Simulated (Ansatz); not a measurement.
**Symmetry broken, then relaxed in SiNi3**

All numbers below come from DFT PBE, scalar-relativistic, plane waves, PAW (Ansatz 0.2.0). Settings: plane waves to 420 eV, k-mesh 8×8×8 (Γ-centred), Gaussian smearing 0.15 eV. No spin polarisation. A magnetic state may lie lower. Energies are free energies at this smearing, counted from the undisturbed cell; pressure is positive in compression.

The starting cell (relaxed at this level; it needn't be the usual structure):

```
Si Ni
1.0
    -3.50626    0.00000   -3.50626
     0.00000   -3.50626   -3.50626
    -3.50626   -3.50626    0.00000
Si Ni
2 6
Cartesian
  0.0000 0.0000 0.0000
  -3.5063 -3.5063 -3.5063
  -3.5063 -1.7531 -1.7531
  0.0000 -1.7531 -1.7531
  -1.7531 0.0000 -1.7531
  -1.7531 -3.5063 -1.7531
  -1.7531 -1.7531 -3.5063
  -1.7531 -1.7531 0.0000
```

The atoms are displaced (Å, in the unstrained cell):

```
atom ux uy uz
 Si1  -0.041  -0.022   0.026
 Si2   0.040   0.001   0.055
 Ni3   0.016  -0.081   0.014
 Ni4   0.061   0.039   0.060
 Ni5  -0.116   0.020  -0.065
 Ni6  -0.025  -0.035  -0.029
 Ni7   0.023   0.069  -0.081
 Ni8   0.042   0.010   0.021
```

Cell and atoms are then relaxed.

Q: Does the relaxation return to the undisturbed structure?

A: Yes (up to a choice of domain or origin): same space group and volume, and an energy 0.0 meV/atom from it. The disturbance itself cost 35.1 meV/atom. The final space group reads Pm-3m (tolerance 0.05 Å) and the volume changes by 0.02 %.

Final structure:

```
Si Ni
1.0
    -3.50647    0.00000   -3.50648
     0.00000   -3.50647   -3.50648
    -3.50647   -3.50647    0.00000
Si Ni
2 6
Direct
  0.99999 0.00000 0.00001
  0.50000 0.50000 0.50000
  0.49992 0.00017 0.50008
  0.00009 0.49983 0.99991
  0.50012 0.99987 0.00013
  0.99988 0.50013 0.49987
  0.49997 0.50004 0.99995
  0.00004 0.99996 0.50005
```

The relaxation, step by step (energy from the first step; small jumps at an unchanged geometry come where the plane waves are selected anew for the new cell):

| step | ΔE (meV/atom) | largest force component (eV/Å) | pressure (GPa) |
| --- | --- | --- | --- |
| 1 | 0.0 | 1.538 | 1.96 |
| 2 | -19.6 | 0.862 | 1.17 |
| 3 | -35.0 | 0.011 | -0.79 |
| 4 | -35.0 | 0.006 | 0.94 |
| 5 | -35.1 | 0.005 | -0.11 |
| 6 | -35.1 | 0.001 | 0.00 |
| 7 | -35.1 | 0.001 | 0.00 |

Frames along the relaxation (Å, eV/Å):

```xyz
8
Lattice="-3.506 0.000 -3.506 0.000 -3.506 -3.506 -3.506 -3.506 0.000" Properties=species:S:1:pos:R:3:forces:R:3 pbc="T T T" step=1
Si   -0.041   -0.022    0.026   -0.058    0.287   -0.106
Si   -3.466   -3.506   -3.451   -0.211   -0.073   -0.386
Ni   -3.490   -1.834   -1.739    0.037    0.297   -0.050
Ni    0.061   -1.714   -1.693   -1.538   -0.125   -0.692
Ni   -1.869    0.020   -1.819    0.712   -0.604    0.570
Ni   -1.778   -3.541   -1.782    1.001    1.045    0.039
Ni   -1.730   -1.685   -3.587    0.351   -0.670    1.293
Ni   -5.218   -5.250   -6.992   -0.295   -0.156   -0.669
8
Lattice="-3.499 -0.001 -3.500 0.006 -3.509 -3.507 -3.502 -3.505 0.003" Properties=species:S:1:pos:R:3:forces:R:3 pbc="T T T" step=2
Si   -0.031   -0.020    0.020   -0.009    0.211   -0.106
Si   -3.464   -3.505   -3.457   -0.169   -0.046   -0.309
Ni   -3.489   -1.825   -1.738   -0.024    0.227   -0.055
Ni    0.037   -1.717   -1.712   -0.862   -0.061   -0.454
Ni   -1.847    0.011   -1.797    0.502   -0.313    0.416
Ni   -1.751   -3.525   -1.779    0.663    0.570    0.112
Ni   -1.722   -1.705   -3.555    0.144   -0.444    0.745
Ni   -5.214   -5.254   -6.998   -0.246   -0.143   -0.348
8
Lattice="-3.510 0.000 -3.513 0.000 -3.509 -3.513 -3.511 -3.509 0.001" Properties=species:S:1:pos:R:3:forces:R:3 pbc="T T T" step=3
Si    0.000    0.001   -0.001    0.001   -0.002    0.004
Si   -3.510   -3.509   -3.513    0.001    0.001    0.002
Ni   -3.510   -1.763   -1.758    0.000    0.008   -0.005
Ni    0.001   -1.747   -1.754   -0.011   -0.001   -0.007
Ni   -1.764    0.000   -1.756    0.011   -0.002    0.003
Ni   -1.748   -3.509   -1.757    0.005    0.008   -0.002
Ni   -1.753   -1.753   -3.513   -0.004   -0.008    0.008
Ni   -5.267   -5.263   -7.025   -0.003   -0.003   -0.003
8
Lattice="-3.501 0.000 -3.503 0.000 -3.500 -3.503 -3.501 -3.500 0.000" Properties=species:S:1:pos:R:3:forces:R:3 pbc="T T T" step=4
Si    0.000    0.000    0.000    0.000   -0.001    0.002
Si   -3.501   -3.500   -3.503    0.000    0.001    0.001
Ni   -3.501   -1.754   -1.752    0.000    0.004   -0.002
Ni    0.000   -1.747   -1.750   -0.005   -0.001   -0.003
Ni   -1.754    0.000   -1.751    0.006   -0.001    0.001
Ni   -1.747   -3.500   -1.751    0.002    0.004   -0.001
Ni   -1.749   -1.749   -3.503   -0.002   -0.004    0.003
Ni   -5.252   -5.250   -7.005   -0.001   -0.001   -0.001
8
Lattice="-3.507 0.000 -3.508 0.000 -3.506 -3.508 -3.507 -3.506 0.000" Properties=species:S:1:pos:R:3:forces:R:3 pbc="T T T" step=5
Si    0.000    0.000    0.000    0.001   -0.001    0.002
Si   -3.507   -3.506   -3.508    0.001    0.000    0.001
Ni   -3.507   -1.759   -1.755    0.000    0.005   -0.001
Ni    0.000   -1.747   -1.752   -0.002   -0.002   -0.003
Ni   -1.760    0.000   -1.754    0.005    0.000    0.000
Ni   -1.748   -3.506   -1.754   -0.001    0.001    0.000
Ni   -1.752   -1.753   -3.508   -0.002   -0.002    0.000
Ni   -5.262   -5.260   -7.016   -0.001   -0.001   -0.001
8
Lattice="-3.506 0.000 -3.506 0.000 -3.506 -3.506 -3.506 -3.506 0.000" Properties=species:S:1:pos:R:3:forces:R:3 pbc="T T T" step=6
Si    0.000    0.000    0.000    0.000    0.000    0.000
Si   -3.506   -3.506   -3.506    0.000    0.000    0.000
Ni   -3.506   -1.754   -1.754    0.000    0.000    0.000
Ni    0.000   -1.752   -1.753    0.000   -0.001    0.000
Ni   -1.754    0.000   -1.753    0.000    0.000    0.000
Ni   -1.752   -3.506   -1.753    0.000    0.000    0.000
Ni   -1.753   -1.753   -3.506    0.000    0.000    0.000
Ni   -5.260   -5.260   -7.013    0.000    0.000    0.000
8
Lattice="-3.506 0.000 -3.506 0.000 -3.506 -3.506 -3.506 -3.506 0.000" Properties=species:S:1:pos:R:3:forces:R:3 pbc="T T T" step=7
Si    0.000    0.000    0.000    0.000    0.000    0.000
Si   -3.506   -3.506   -3.506    0.000    0.000    0.000
Ni   -3.506   -1.754   -1.754    0.000    0.000    0.000
Ni    0.000   -1.752   -1.753    0.000   -0.001    0.000
Ni   -1.754    0.000   -1.753    0.000    0.000    0.000
Ni   -1.752   -3.506   -1.753    0.000    0.000    0.000
Ni   -1.753   -1.753   -3.506    0.000    0.000    0.000
Ni   -5.260   -5.260   -7.013    0.000    0.000    0.000
```

Cost: 3 runs of about 23 core-minutes in all, on Arm Neoverse V2 (shared hosts).